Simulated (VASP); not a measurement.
# MoS2 (P6_3/mmc) in VASP: a series of runs

One crystal, MoS2, is run at these levels: rev-vdW-DF2; tasks: phonons, elastic constants.

All numbers are computed with VASP 6.6.1; they aren't measurements. Logs are shortened: lines on timing, memory, paths and dates and some standing lists are left out, and cuts for length are marked.

## Step 1: Starting point

Symmetry: P6_3/mmc, No. 194, hexagonal system. Conventional cell: a = 3.168 Å, b = 3.168 Å, c = 12.342 Å, α = 90.00°, β = 90.00°, γ = 120.00°. Around Mo (site symmetry -6m2) lie 6 S at 2.41 Å. S (site symmetry 3m) has 3 Mo at 2.41 Å as nearest neighbours.

## Step 2: Phonons, rev-vdW-DF2

Input file POSCAR:

```
MoS2
1.0
    3.1675334954      0.0000000000      0.0000000000
   -1.5837667477      2.7431644744      0.0000000000
    0.0000000000      0.0000000000     12.3421891146
  Mo              S
     2     4
Direct
     0.3333333332999970    0.6666666667000030    0.2500000000000000
     0.6666666667000030    0.3333333332999970    0.7500000000000000
     0.3333333332999970    0.6666666667000030    0.6228959122189863
     0.6666666667000030    0.3333333332999970    0.1228959122189863
     0.3333333332999970    0.6666666667000030    0.8771040877810137
     0.6666666667000030    0.3333333332999970    0.3771040877810137
```

Input file INCAR.step1:

```
SYSTEM = MoS2
  PREC = Accurate
  ENCUT = 600
  EDIFF = 1E-8
  ISMEAR = 0
  SIGMA = 0.03
  LREAL = .False.
  LASPH = .True.
  NELM = 80
  ALGO = Normal
  ISIF = 3
  LWAVE = .False.
  LCHARG = .False.
  GGA = MK
  LUSE_VDW = .True.
  AGGAC = 0.0
  PARAM1 = 0.1234
  PARAM2 = 0.711357
  ZAB_VDW = -1.8867
  KPAR = 2
  IBRION = 2
  NSW = 40
  EDIFFG = -0.002
```

Input file INCAR.step2:

```
SYSTEM = MoS2
  PREC = Accurate
  ENCUT = 600
  EDIFF = 1E-8
  ISMEAR = 0
  SIGMA = 0.03
  LREAL = .False.
  LASPH = .True.
  NELM = 80
  ALGO = Normal
  ISIF = 2
  LWAVE = .False.
  LCHARG = .False.
  GGA = MK
  LUSE_VDW = .True.
  AGGAC = 0.0
  PARAM1 = 0.1234
  PARAM2 = 0.711357
  ZAB_VDW = -1.8867
  KPAR = 2
  IBRION = 6
  NFREE = 2
  POTIM = 0.015
  NSW = 1
```

Input file KPOINTS:

```
Automatic mesh
0
Gamma
  12 12 3
  0 0 0
```

Potentials or basis: VASP PAW PBE potentials, release 64 (Mo_sv, S).

Started as:

```bash
> cat potpaw_PBE.64/Mo_sv/POTCAR potpaw_PBE.64/S/POTCAR > POTCAR
> cp INCAR.step1 INCAR
> mpirun -np 2 vasp_std > vasp.out
> cp CONTCAR POSCAR
> cp INCAR.step2 INCAR
> mpirun -np 2 vasp_std > vasp.out
```

OUTCAR:

```text
SYSTEM = MoS2
   PREC = Accurate
   ENCUT = 600
   EDIFF = 1E-8
   ISMEAR = 0
   LREAL = .False.
   LASPH = .True.
   NELM = 80
   ISIF = 2
   GGA = MK
   IBRION = 6
   NFREE = 2
   POTIM = 0.015
   NSW = 1

 ion  position               nearest neighbor table
   1  0.333  0.667  0.250-   4 2.41   6 2.41   4 2.41   6 2.41   4 2.41   6 2.41
   2  0.667  0.333  0.750-   3 2.41   5 2.41   3 2.41   5 2.41   3 2.41   5 2.41
   3  0.333  0.667  0.623-   2 2.41   2 2.41   2 2.41
   4  0.667  0.333  0.123-   1 2.41   1 2.41   1 2.41
   5  0.333  0.667  0.877-   2 2.41   2 2.41   2 2.41
   6  0.667  0.333  0.377-   1 2.41   1 2.41   1 2.41

  LATTYP: Found a hexagonal cell.
 ALAT       =     3.1677104535
 C/A-ratio  =     3.8963225325

  Lattice vectors:

 A1 = (   3.1677104535,   0.0000000000,   0.0000000000)
 A2 = (  -1.5838552267,   2.7433177246,   0.0000000000)
 A3 = (   0.0000000000,   0.0000000000,  12.3424216161)

Analysis of symmetry for initial positions (statically):
=====================================================================
 Subroutine PRICEL returns:
 Original cell was already a primitive cell.

 Routine SETGRP: Setting up the symmetry group for a
 hexagonal supercell.

 Subroutine GETGRP returns: Found 24 space group operations
 (whereof 12 operations were pure point group operations)
 out of a pool of 24 trial point group operations.

The static configuration has the point symmetry D_3d.
 The point group associated with its full space group is D_6h.

Analysis of symmetry for dynamics (positions and initial velocities):
=====================================================================
 Subroutine PRICEL returns:
 Original cell was already a primitive cell.

 Routine SETGRP: Setting up the symmetry group for a
 hexagonal supercell.

 Subroutine GETGRP returns: Found 24 space group operations
 (whereof 12 operations were pure point group operations)
 out of a pool of 24 trial point group operations.

The dynamic configuration has the point symmetry D_3d.
 The point group associated with its full space group is D_6h.

 Subroutine INISYM returns: Found 24 space group operations
 (whereof 12 operations are pure point group operations),
 and found     1 'primitive' translations

----------------------------------------------------------------------------------------

                                     Primitive cell

  volume of cell :     107.2561

  direct lattice vectors                    reciprocal lattice vectors
     3.167710453  0.000000000  0.000000000     0.315685418  0.182261061  0.000000000
    -1.583855227  2.743317725  0.000000000     0.000000000  0.364522123  0.000000000
     0.000000000  0.000000000 12.342421616     0.000000000  0.000000000  0.081021377

  length of vectors
     3.167710453  3.167710453 12.342421616     0.364522123  0.364522123  0.081021377

  position of ions in fractional coordinates (direct lattice)
     0.333333333  0.666666667  0.250000000
     0.666666667  0.333333333  0.750000000
     0.333333333  0.666666667  0.622896973
     0.666666667  0.333333333  0.122896973
     0.333333333  0.666666667  0.877103027
     0.666666667  0.333333333  0.377103027

  ion indices of the primitive-cell ions
   primitive index   ion index
                 1           1
                 2           2
                 3           3
                 4           4
                 5           5
                 6           6
[... 76 lines left out ...]
   IBRION =      6    ionic relax: 0-MD 1-quasi-New 2-CG
   NFREE  =      2    steps in history (QN), initial steepest desc. (CG)
   ISIF   =      2    stress and relaxation
   ISYM   =      2    0-nonsym 1-usesym 2-fastsym
   POTIM  = 0.0150    time-step for ionic-motion
   TEBEG  =    0.0;   TEEND  =   0.0 temperature during run
   PSTRESS=    0.0 pullay stress
   NELECT =      52.0000    total number of electrons
   NUPDOWN=      -1.0000    fix difference up-down
   EMIN   =  10.00;   EMAX   =-10.00  energy-range for DOS
   EFERMI =   0.00;   METHOD = LEGACY
   ISMEAR =     0;   SIGMA  =   0.03  broadening in eV -4-tet -1-fermi 0-gaus
   EFERMI_NEDOS =   21; number of points for ismear=-14 and -15
   IALGO  =     38    algorithm
   IMIX   =      4    mixing-type and parameters
     AMIX     =   0.40;   BMIX     =  1.00
     AMIX_MAG =   1.60;   BMIX_MAG =  1.00
  volume/ion in A,a.u.               =      17.88       120.63
  Fermi-wavevector in a.u.,A,eV,Ry     =   1.286082  2.430342 22.504126  1.654007
  Thomas-Fermi vector in A             =   2.418178
   LORBIT       =      0    0 simple, 1 ext, 2 COOP (PROOUT), +10 PAW based schemes
   GGA     = MK    functional components
   LHFCALC =     F    Hartree Fock is set to
   AEXX    =    0.0000 exact exchange contribution
   IVDW_NL    =     1    kernel type
   BPARAM     = 6.3000
   IVDW    =     0    specifies the selected vdW correction
   LEPSILON=     F    determine dielectric tensor
   LRPA    =     F    only Hartree local field effects (RPA)
 finite differences with symmetry
 non-spin polarized calculation
 Gauss-broadening in eV      SIGMA  =   0.03
  energy-cutoff  :      600.00
  volume of cell :      107.26
 maximum number of plane-waves:      3603
 NGX is ok and might be reduce to    28
   NGX = 13   NGY = 13   NGZ = 49

--------------------------------------- Ionic step        1  -------------------------------------------

 number of electron      51.9999994 magnetization

 Free energy of the ion-electron system (eV)
  ---------------------------------------------------
  ext. energy  EPLUGINS =         0.00000000
  ---------------------------------------------------
  free energy    TOTEN  =       -33.60149852 eV

  energy without entropy =      -33.60149852  energy(sigma->0) =      -33.60149852

------------------------ aborting loop because EDIFF is reached ----------------------------------------

  FORCE on cell =-STRESS in cart. coord.  units (eV):
  Direction    XX          YY          ZZ          XY          YZ          ZX
  --------------------------------------------------------------------------------------
  -------------------------------------------------------------------------------------
  Total        0.0017476      0.0017476     -0.0042699      0.0000000     -0.0000000      0.0000000
  in kB        0.0261051      0.0261051     -0.0637833      0.0000000     -0.0000000      0.0000000
  external PRESSURE =      -0.0038577 kB  Pullay stress =       0.0000000 kB
[... 323 lines left out ...]
--------------------------------------- Ionic step        9  -------------------------------------------

 number of electron      51.9999994 magnetization

 Free energy of the ion-electron system (eV)
  ---------------------------------------------------
  ext. energy  EPLUGINS =         0.00000000
  ---------------------------------------------------
  free energy    TOTEN  =       -33.59957904 eV

  energy without entropy =      -33.59957904  energy(sigma->0) =      -33.59957904

 E-fermi :   7.5152     XC(G=0): -10.9213

 val. band max:        7.3641336167   @ k =   0.0000   0.0000   0.0000
 cond. band min:       8.2255546094   @ k =   0.1667   0.1667   0.0000
 fundamental gap:      0.8614209927
 Fermi energy:         7.5152420852

 k-point     1 :       0.0000    0.0000    0.0000
  band No.  band energies     occupation
      1     -54.0942      2.00000
      2     -54.0903      2.00000
      3     -28.2654      2.00000
      4     -28.2593      2.00000
      5     -28.0422      2.00000
      6     -28.0422      2.00000
[... 805 lines left out ...]
     30       9.2161      0.00000
     31      10.0988      0.00000

 [... further k-points ...]

------------------------ aborting loop because EDIFF is reached ----------------------------------------

  FORCE on cell =-STRESS in cart. coord.  units (eV):
  Direction    XX          YY          ZZ          XY          YZ          ZX
  --------------------------------------------------------------------------------------
  -------------------------------------------------------------------------------------
  Total       -0.1396604     -0.1396604     -0.4160665      0.0000000      0.0000000      0.0000000
  in kB       -2.0862281     -2.0862281     -6.2151469      0.0000000      0.0000000      0.0000000
  external PRESSURE =      -3.4625344 kB  Pullay stress =       0.0000000 kB
[... 25 lines left out ...]
  energy  without entropy=      -33.5995790409  energy(sigma->0) =      -33.59957904

Total vdW correction in eV:      6.2623456

 INTERNAL STRAIN TENSORS FROM DISPLACED ATOMS
 ============================================

 INTERNAL STRAIN TENSOR FOR ION    1 for displacements in x,y,z  (eV/Angst):
          X           Y           Z          XY          YZ          ZX
  --------------------------------------------------------------------------------
  x     0.00000     0.00000     0.00000    -6.28659     0.00000     0.00000
  y    -6.28659     6.28659    -0.00000     0.00000     0.00000     0.00000
  z     0.00000     0.00000     0.00000     0.00000     0.00000     0.00000

 INTERNAL STRAIN TENSOR FOR ION    6 for displacements in x,y,z  (eV/Angst):
          X           Y           Z          XY          YZ          ZX
  --------------------------------------------------------------------------------
  x     0.00000     0.00000     0.00000     3.25650    -0.00000   -13.79938
  y     3.25650    -3.25650     0.00000    -0.00000   -13.79938     0.00000
  z    -9.67442    -9.67442   -27.69779     0.00000     0.00000     0.00000

 Eigenvectors and eigenvalues of the dynamical matrix
 ----------------------------------------------------

   1 f  =   13.831967 THz    86.908812 2PiTHz  461.384754 cm-1    57.204393 meV
             X         Y         Z           dx          dy          dz
     -0.000000  1.828878  3.085605    -0.000000    0.000000   -0.441456
      1.583855  0.914439  9.256816     0.000000    0.000000    0.441456
     -0.000000  1.828878  7.688057    -0.000000   -0.000000   -0.390587
      1.583855  0.914439  1.516846     0.000000   -0.000000    0.390587
     -0.000000  1.828878 10.825575     0.000000   -0.000000   -0.390587
      1.583855  0.914439  4.654365     0.000000   -0.000000    0.390587
[... 145 lines left out ...]
  18 f/i=    0.000759 THz     0.004767 2PiTHz    0.025308 cm-1     0.003138 meV
             X         Y         Z           dx          dy          dz
     -0.000000  1.828878  3.085605     0.000000   -0.000000   -0.547403
      1.583855  0.914439  9.256816     0.000000   -0.000000   -0.547403
     -0.000000  1.828878  7.688057     0.000000   -0.000000   -0.316504
      1.583855  0.914439  1.516846     0.000000   -0.000000   -0.316504
     -0.000000  1.828878 10.825575     0.000000   -0.000000   -0.316504
      1.583855  0.914439  4.654365     0.000000   -0.000000   -0.316504

 ELASTIC MODULI CONTR FROM IONIC RELAXATION (kBar)
 Direction    XX          YY          ZZ          XY          YZ          ZX
 --------------------------------------------------------------------------------
 XX        -357.0424   -228.9431   -838.8363     -0.0000     -0.0000     -0.0000
 YY        -228.9431   -357.0424   -838.8363      0.0000      0.0000      0.0000
 ZZ        -838.8363   -838.8363  -2401.5826      0.0000     -0.0000     -0.0000
 XY          -0.0000      0.0000      0.0000    -64.0497      0.0000     -0.0000
 YZ          -0.0000      0.0000     -0.0000      0.0000  -1231.8315     -0.0000
 ZX          -0.0000      0.0000     -0.0000      0.0000     -0.0000  -1231.8314
 --------------------------------------------------------------------------------
```

Run time: 50 min. Hardware: 2 MPI ranks of Intel Xeon Platinum 8488C (Sapphire Rapids), shared host; peak memory 1.3 GiB.

What came out:

| Property | Result |
| --- | --- |
| Highest phonon frequency at Γ, LO-TO splitting left out | 461 cm⁻¹ |

Phonon frequencies in cm⁻¹ (negative: imaginary):
| q point | frequencies |
| --- | --- |
| (0.000, 0.000, 0.000) | 0 0 0 32 32 56 277 277 280 280 374 374 374 374 396 402 457 461 |

Caveat: the PAW data sets were made with another functional, which shifts forces and pressure a little.

## Step 3: Elastic constants, rev-vdW-DF2

Input file POSCAR:

```
MoS2
1.0
    3.1675334953      0.0000000000      0.0000000000
   -1.5837667477      2.7431644743      0.0000000000
    0.0000000000      0.0000000000     12.3421891158
  Mo              S
     2     4
Direct
     0.3333333332999970    0.6666666667000030    0.2500000000000000
     0.6666666667000030    0.3333333332999970    0.7500000000000000
     0.3333333332999970    0.6666666667000030    0.6228959121906286
     0.6666666667000030    0.3333333332999970    0.1228959121906286
     0.3333333332999970    0.6666666667000030    0.8771040878093714
     0.6666666667000030    0.3333333332999970    0.3771040878093714
```

Input file INCAR.step1:

```
PREC = Accurate
ENCUT = 600
EDIFF = 1E-8
ISMEAR = 0
SIGMA = 0.03
LREAL = False
LASPH = True
NELM = 80
ALGO = Normal
ISIF = 3
LWAVE = False
LCHARG = False
GGA = MK
LUSE_VDW = True
AGGAC = 0.0
PARAM1 = 0.1234
PARAM2 = 0.711357
ZAB_VDW = -1.8867
KPAR = 2
IBRION = 2
NSW = 40
EDIFFG = -0.002
```

Input file INCAR.step2:

```
PREC = Accurate
ENCUT = 600
EDIFF = 1E-8
ISMEAR = 0
SIGMA = 0.03
LREAL = False
LASPH = True
NELM = 80
ALGO = Normal
ISIF = 3
LWAVE = False
LCHARG = False
GGA = MK
LUSE_VDW = True
AGGAC = 0.0
PARAM1 = 0.1234
PARAM2 = 0.711357
ZAB_VDW = -1.8867
KPAR = 2
IBRION = 6
NFREE = 2
POTIM = 0.015
NSW = 1
```

Input file KPOINTS:

```
Automatic mesh
0
Gamma
  12 12 3
```

Potentials or basis: VASP PAW PBE potentials, release 64 (Mo_sv, S).

Started as:

```bash
> cat potpaw_PBE.64/Mo_sv/POTCAR potpaw_PBE.64/S/POTCAR > POTCAR
> cp INCAR.step1 INCAR
> mpirun -np 2 vasp_std > vasp.out
> cp CONTCAR POSCAR
> cp INCAR.step2 INCAR
> mpirun -np 2 vasp_std > vasp.out
```

OUTCAR:

```text
PREC = Accurate
   ENCUT = 600
   EDIFF = 1E-8
   ISMEAR = 0
   LREAL = False
   LASPH = True
   NELM = 80
   ISIF = 3
   GGA = MK
   IBRION = 6
   NFREE = 2
   POTIM = 0.015
   NSW = 1

 ion  position               nearest neighbor table
   1  0.333  0.667  0.250-   4 2.41   6 2.41   4 2.41   6 2.41   4 2.41   6 2.41
   2  0.667  0.333  0.750-   3 2.41   5 2.41   3 2.41   5 2.41   3 2.41   5 2.41
   3  0.333  0.667  0.623-   2 2.41   2 2.41   2 2.41
[... 1475 lines left out ...]
      1.583855  0.914439  9.256816     0.000000    0.000000   -0.547404
     -0.000000  1.828878  7.688057     0.000000    0.000000   -0.316504
      1.583855  0.914439  1.516846     0.000000    0.000000   -0.316504
     -0.000000  1.828878 10.825575     0.000000    0.000000   -0.316504
      1.583855  0.914439  4.654365     0.000000    0.000000   -0.316504

--------------------------------------------------------------------------------------------------------

 ELASTIC MODULI CONTR FROM IONIC RELAXATION (kBar)
 Direction    XX          YY          ZZ          XY          YZ          ZX
 --------------------------------------------------------------------------------
 XX        -357.1589   -228.8274   -838.8362      0.0000     -0.0000     -0.0000
 YY        -228.8274   -357.1589   -838.8362      0.0000      0.0000     -0.0000
 ZZ        -838.8362   -838.8362  -2401.5789      0.0000      0.0000     -0.0000
 XY           0.0000      0.0000      0.0000    -64.1658     -0.0000      0.0000
 YZ           0.0000     -0.0000      0.0000     -0.0000  -1231.8493      0.0000
 ZX           0.0000     -0.0000     -0.0000      0.0000      0.0000  -1231.8489
 --------------------------------------------------------------------------------

 TOTAL ELASTIC MODULI (kBar)
 Direction    XX          YY          ZZ          XY          YZ          ZX
 --------------------------------------------------------------------------------
 XX        2233.6421    558.5932    109.8212     -0.0000     -0.0000     -0.0000
 YY         558.5932   2233.6421    109.8212     -0.0000      0.0000     -0.0000
 ZZ         109.8212    109.8212    519.0568     -0.0000      0.0000     -0.0000
 XY          -0.0000     -0.0000     -0.0000    837.5244     -0.0000      0.0000
 YZ           0.0000     -0.0000      0.0000     -0.0000    166.2107     -0.0000
 ZX           0.0000     -0.0000     -0.0000      0.0000     -0.0000    166.2110
 --------------------------------------------------------------------------------
```

OUTCAR.step1:

```text
PREC = Accurate
   ENCUT = 600
   EDIFF = 1E-8
   ISMEAR = 0
   LREAL = False
   LASPH = True
   NELM = 80
[... 1137 lines left out ...]
  --------------------------------------------------------------------------------------
  -------------------------------------------------------------------------------------
  Total        0.0015843      0.0015843     -0.0045633     -0.0000000     -0.0000000     -0.0000000
  in kB        0.0236664      0.0236664     -0.0681656     -0.0000000     -0.0000000     -0.0000000
  external PRESSURE =      -0.0069443 kB  Pullay stress =       0.0000000 kB
[... 25 lines left out ...]
  energy  without entropy=      -33.6014948694  energy(sigma->0) =      -33.60149487

Total vdW correction in eV:      6.2630346

 reached required accuracy - stopping structural energy minimisation
```

Wall time 69 min (2 MPI ranks of AMD EPYC 9R45 (Zen 5), shared host); peak memory 1.3 GiB.

Results:

- Voigt bulk modulus: 73 GPa
- Highest phonon frequency at Γ, LO-TO splitting left out: 461 cm⁻¹

Phonon frequencies in cm⁻¹ (negative: imaginary):
```csv
q point,frequencies
"(0.000, 0.000, 0.000)",0 0 0 32 32 56 277 277 280 280 374 374 374 374 396 402 457 461
```

Elastic tensor in Voigt notation (GPa, in the Cartesian axes of the cell as first typed):
```
223  56  11   0   0   0
 56 223  11   0   0   0
 11  11  52   0   0   0
  0   0   0  17   0   0
  0   0   0   0  17   0
  0   0   0   0   0  84
```

Clamped-ion elastic tensor (GPa):
```
259  79  95   0   0   0
 79 259  95   0   0   0
 95  95 292   0   0   0
  0   0   0 140   0   0
  0   0   0   0 140   0
  0   0   0   0   0  90
```

Caveat: the PAW data sets were made with another functional, which shifts forces and pressure a little.
